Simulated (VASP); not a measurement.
Crystal: InAs.

```xyz
2
Lattice="0.0000 3.0180 3.0180 3.0180 0.0000 3.0180 3.0180 3.0180 0.0000" Properties=species:S:1:pos:R:3 pbc="T T T"
In    0.0000    0.0000    0.0000
As    4.5270    4.5270    4.5270
```

```yaml
Program: VASP 6.6.1
Task: relaxation of cell and atoms
Functional: BLYP
Dispersion: D3
Potentials_or_basis: VASP PAW PBE potentials, release 64 (In_d, As)
Cutoff: 600 eV
k_mesh: 8 × 8 × 8
Occupations: fermi-dirac, width 0.05 eV
Spin: no spin polarisation
```

At the start: pressure 4.7 GPa; volume 27.49 Å³/atom.

**Question.** Where does the relaxation end?

**Answer.** Over 3 steps the energy falls by 32.1 meV/atom and the volume is 29.85 Å³/atom (+8.6 %); space group F-43m (No. 216, to 0.05 Å).

Step by step:
| step | energy change (eV) | largest force (eV/Å) | pressure (GPa) | volume (Å³) |
| --- | --- | --- | --- | --- |
| 1 | 0.0000 | 0.0000 | 4.70 | 54.98 |
| 2 | -0.0557 | 0.0000 | -1.39 | 61.65 |
| 3 | -0.0641 | 0.0000 | 0.02 | 59.70 |

Final structure:
```
In As
1.0
     0.00000    3.10202    3.10202
     3.10202    0.00000    3.10202
     3.10202    3.10202    0.00000
In As
1 1
Direct
  0.00000 0.00000 0.00000
  0.75000 0.75000 0.75000
```

Caveat: the PAW data sets were made with another functional, which shifts forces and pressure a little; pairwise dispersion overbinds metals, which lowers pressure and volume.
